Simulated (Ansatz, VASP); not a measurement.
# One calculation of GaN, two programs

File INCAR:

```
SYSTEM = GaN
PREC = Accurate
ENCUT = 520
EDIFF = 1E-6
ISMEAR = -1
SIGMA = 0.05
LREAL = .False.
LASPH = .True.
NELM = 60
ALGO = Normal
ISIF = 2
LWAVE = .False.
LCHARG = .False.
GGA = PE
NBANDS = 16
```

The input KPOINTS:

```
regular mesh
0
Gamma
  10 10 10
  0 0 0
```

POSCAR

```
GaN
1.0
    3.0198634454      0.0000000000      0.0000000000
   -1.5099317227      2.6152785007      0.0000000000
    0.0000000000      0.0000000000      2.7186815494
Ga N
1 1
Direct
    0.6666700000      0.3333300000      0.5000000000
    0.0000000000      0.0000000000      0.0000000000
```

input.yaml

```yaml
crystal:
  lattice:
    - [3.0198634454, 0.0, 0.0]
    - [-1.5099317227, 2.6152785007, 0.0]
    - [0.0, 0.0, 2.7186815494]
  atoms:
    - { symbol: Ga, position: [0.66667, 0.33333, 0.5] }
    - { symbol: "N", position: [0.0, 0.0, 0.0] }
hamiltonian:
  xc: pbe
  pseudopotentials: { kind: paw }
kpoints:
  mp_grid: { grid: [10, 10, 10] }
scf:
  occupations: { method: fermi_dirac, width: 0.05 }
output:
  forces: true
  stress: true
  eigenvalues: true
  write_density: true
  write_potential: true
  elf: true
  volumetric_format: npy
```

The cell was built by a generator and needn't be a form met in nature.

Alike in both runs: task single point; functional PBE; k mesh 10 × 10 × 10; occupations fermi-dirac, width 0.05 eV; no spin polarisation.

|  | VASP | Ansatz |
| --- | --- | --- |
| version | VASP 6.6.1 | Ansatz 0.2.0 |
| potentials or method | VASP PAW PBE potentials, release 64 (Ga_d, N) | Ansatz PAW |
| plane-wave cutoff (eV) | 520 | 420 |
| valence electrons in the cell | 18 | 18 |

VASP gave:

| Property | Result |
| --- | --- |
| gap on the k mesh at the Fermi level (eV) | none |
| pressure (GPa) | -5.6 |
| largest component of the traceless stress (GPa) | 1.57 |

Problem. Which values does Ansatz return?

Solution. gap on the k mesh at the Fermi level (eV): none; pressure (GPa): -6.2; largest component of the traceless stress (GPa): 1.67.

A gap of «none» marks a metal or a gap that the smearing closes.

Caveats: the pressure holds a Pulay correction of +0.5 GPa for the finite cutoff (Ansatz).
